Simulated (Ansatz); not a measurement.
# Zr8O15 (Cubic zirconia): the cost of one run

Computed with Ansatz 0.2.0 (DFT, PBE, plane-wave PAW, default files, scalar-relativistic, as far as a step names no other, unless a step's input says otherwise).

The COD entry's cell or inner coordinates are ideal or old and differ from later refinements, so a difference from it is no clean test against experiment.

### Step 1. The system as given

The structure is cubic, space group F-43m (No. 216). Conventional cell: a = 10.140 Å, b = 10.140 Å, c = 10.140 Å, α = 90.00°, β = 90.00°, γ = 90.00°. Around Zr (site symmetry 3m) lie 7 O at 2.20 Å. Zr (site symmetry 3m) has 8 O at 2.20 Å as nearest neighbours. O (site symmetry 2mm) has 4 Zr at 2.20 Å as nearest neighbours. Around O (site symmetry -43m) lie 4 Zr at 2.20 Å.

As a file:

```cif
data_structure
_symmetry_space_group_name_H-M 'F-43m'
_symmetry_Int_Tables_number 216
_cell_length_a 10.1400
_cell_length_b 10.1400
_cell_length_c 10.1400
_cell_angle_alpha 90.000
_cell_angle_beta 90.000
_cell_angle_gamma 90.000
_cell_volume 1042.59
loop_
_atom_site_label
_atom_site_type_symbol
_atom_site_symmetry_multiplicity
_atom_site_Wyckoff_symbol
_atom_site_fract_x
_atom_site_fract_y
_atom_site_fract_z
_atom_site_occupancy
Zr1 Zr 16 e 0.37500 0.12500 0.37500 1
Zr2 Zr 16 e 0.37500 0.37500 0.62500 1
O1 O 24 g 0.75000 0.50000 0.25000 1
O2 O 4 b 0.50000 0.50000 0.50000 1
O3 O 4 d 0.75000 0.25000 0.25000 1
O4 O 24 f 0.00000 0.25000 0.50000 1
O5 O 4 c 0.75000 0.25000 0.75000 1
```

The vacant site is at (0.125, 0.125, 0.125) in fractional coordinates of the input's cell.

### Step 2. Single point at the given positions

File input.yaml:

```yaml
crystal:
  lattice:
    - [0.0, 5.07, 5.07]
    - [5.07, 0.0, 5.07]
    - [5.07, 5.07, 0.0]
  atoms:
    - { symbol: Zr, position: [0.0, 0.0, 0.0], spin: 0.5 }
    - { symbol: Zr, position: [0.0, 0.0, 0.5], spin: 0.5 }
    - { symbol: Zr, position: [0.0, 0.5, 0.0], spin: 0.5 }
    - { symbol: Zr, position: [0.0, 0.5, 0.5] }
    - { symbol: Zr, position: [0.5, 0.0, 0.0], spin: 0.5 }
    - { symbol: Zr, position: [0.5, 0.0, 0.5] }
    - { symbol: Zr, position: [0.5, 0.5, 0.0] }
    - { symbol: Zr, position: [0.5, 0.5, 0.5] }
    - { symbol: O, position: [0.125, 0.125, 0.625] }
    - { symbol: O, position: [0.125, 0.625, 0.125] }
    - { symbol: O, position: [0.125, 0.625, 0.625] }
    - { symbol: O, position: [0.625, 0.125, 0.125] }
    - { symbol: O, position: [0.625, 0.125, 0.625] }
    - { symbol: O, position: [0.625, 0.625, 0.125] }
    - { symbol: O, position: [0.625, 0.625, 0.625] }
    - { symbol: O, position: [0.375, 0.375, 0.375] }
    - { symbol: O, position: [0.375, 0.375, 0.875] }
    - { symbol: O, position: [0.375, 0.875, 0.375] }
    - { symbol: O, position: [0.375, 0.875, 0.875] }
    - { symbol: O, position: [0.875, 0.375, 0.375] }
    - { symbol: O, position: [0.875, 0.375, 0.875] }
    - { symbol: O, position: [0.875, 0.875, 0.375] }
    - { symbol: O, position: [0.875, 0.875, 0.875] }
magnetization:
  spin_polarized: true
kpoints:
  mp_grid: { grid: [3, 3, 3] }
scf:
  occupations: { method: fermi_dirac, width: 0.01 }
hamiltonian:
  xc: pbe
  pseudopotentials: { kind: paw }
output:
  forces: true
  stress: true
  populations: true
  efg:
    quadrupole_moments_barn: { Zr: -0.176, O: -0.02558 }
    contact_densities: true
  write_density: true
  write_potential: true
  elf: true
  volumetric_format: npy
```

Launch:

```
$ ansatz run input.yaml --threads 1 --pin off --max-ram 3072MiB --backend cpu --events-out ev --progress --plain --runs-dir out
```

Q: Estimate wall time and peak memory on 1 thread of Arm Neoverse V2, shared host.

About 47 s, with a peak of 0.68 GiB.
